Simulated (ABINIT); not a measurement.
BN:

```
N B
1.0
     0.00000    1.81300    1.81300
     1.81300    0.00000    1.81300
     1.81300    1.81300    0.00000
N B
1 1
Cartesian
  0.9065 0.9065 0.9065
  0.0000 0.0000 0.0000
```

The cell is a database's computed one.

Program: ABINIT 10.8.3 (patched build). Alike in all runs: task band structure; no spin polarisation; cell as given; k mesh 13 × 13 × 13; smearing fermi-dirac 0.05 eV.

Order these runs on this cell by their band gap on the k mesh, lowest first.
A. level r2SCAN; potentials or basis SG15 NC PBE v1.2; cutoff (eV) 1361
B. level rPW86PBE; potentials or basis JTH PAW PBE v2.0; cutoff (eV) 707; fine-grid cutoff 1306.15 eV
C. level PBE; potentials or basis PseudoDojo NC SR PBE v0.4.1 standard; cutoff (eV) 1143

C (4.60 eV), B (4.84 eV), A (5.04 eV).

A k mesh can miss the band edges.
